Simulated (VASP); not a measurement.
Write the native input for VASP 6.6.1 that does the following.

```
Task                   : single point
Functional             : RPBE
Potentials or basis    : VASP PAW PBE potentials, release 64 (Pd)
Cutoff                 : 520 eV
k mesh                 : 15 × 15 × 8
Occupations            : fermi-dirac, width 0.1 eV
Spin                   : no spin polarisation
Dipole correction      : no
Further INCAR settings : ALGO = Normal; EDIFF = 1e-06; NBANDS = 17
```

The structure of Pd lies in POSCAR:

```
Pd
1.0
    2.6871118911      0.0000000000      0.0000000000
   -1.3435559456      2.3271071605      0.0000000000
    0.0000000000      0.0000000000      4.4727397809
Pd
2
Direct
    0.3333333333      0.6666666667      0.2500000000
    0.6666666667      0.3333333333      0.7500000000
```

This isn't the form of Pd at room conditions, which is fcc.

The input as run:

INCAR

```
  PREC = Accurate
  ENCUT = 520
  EDIFF = 1E-6
  ISMEAR = -1
  SIGMA = 0.1
  LREAL = False
  LASPH = True
  NELM = 80
  ALGO = Normal
  ISIF = 2
  LWAVE = False
  LCHARG = True
  GGA = RP
  LELF = True
  LVHAR = True
  NBANDS = 17
```

KPOINTS

```
Automatic mesh
0
Gamma
  15 15 8
```

Potentials or basis: VASP PAW PBE potentials, release 64 (Pd).

Launch:

```sh
$ cat potpaw_PBE.64/Pd/POTCAR > POTCAR
$ mpirun -np 1 vasp_std > vasp.out
```

Results of the run:

```yaml
Pressure: 25.8 GPa
Band_gap_on_the_k_mesh: none (metal or under the smearing width)
```

Caveat: so large a pressure means that the cell lies far from this level's equilibrium, or that cutoff or potentials fall short; the potentials were made for another functional, which shifts forces and pressure.

Wall time 32 s on 1 thread of Intel(R) Xeon(R) Platinum 8488C (Sapphire Rapids), with other jobs on the host, peak memory 0.18 GiB.
